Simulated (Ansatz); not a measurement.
# InAs: atomic charges with LDA

**Measured values to compare with.**

From a printed reference work, data compilation, for a bulk crystal of InAs at 4.2 K: band gap 0.418 eV (direct).

InAs:

```
CELL_PARAMETERS angstrom
0.00000 3.01800 3.01800
3.01800 0.00000 3.01800
3.01800 3.01800 0.00000
ATOMIC_POSITIONS crystal
In 0.00000 0.00000 0.00000
As 0.25000 0.25000 0.25000
```

| Item | Value |
| --- | --- |
| Program | Ansatz 0.2.0 |
| Task | atomic charges |
| Functional | LDA |
| Potentials or basis | Ansatz PAW |
| Cutoff | 420 eV (not typed: the program's choice for these potentials) |
| k mesh | 8 × 8 × 8 |
| Occupations | methfessel-paxton, width 0.1 eV |
| Spin | spin-orbit coupling, no magnetisation |

The pressure is -0.3 GPa. The band gap on the k mesh is none (metal or under the smearing width). The bader charges are In +0.65; As -0.65 e.

Levels at points of the mesh, in eV from the Fermi level:
| k point | band 25 | band 26 | band 27 | band 28 | band 29 | band 30 | band 31 | band 32 |
| --- | --- | --- | --- | --- | --- | --- | --- | --- |
| (0.00, 0.00, 0.00) | -0.36 | -0.36 | 0.01 | 0.01 | 0.01 | 0.01 | 3.39 | 3.39 |
| (0.00, 0.00, -0.50) | -1.26 | -1.26 | -0.99 | -0.99 | 0.68 | 0.68 | 4.41 | 4.41 |
| (0.00, -0.50, -0.50) | -2.48 | -2.48 | -2.48 | -2.48 | 1.30 | 1.30 | 1.84 | 1.84 |

Run time: 34 s on 1 thread of Arm Neoverse V1, with other jobs on the host, peak memory 0.48 GiB.

Against the measured gap of InAs, 0.418 eV (direct; 4.2 K; a printed reference work, data compilation), the calculated 0.00 eV is off by -0.42 eV. The value is that of LDA on a finite k mesh, which can miss the band edges, without temperature or zero-point motion. Semilocal functionals fall short of measured gaps as a rule.

Caveat: the PAW data sets come from PBE, with cores solved anew for the run's functional, which leaves a small shift of forces and pressure; this crystal is a semiconductor, whose small gap the functional closes, so the metal is an error of the method.
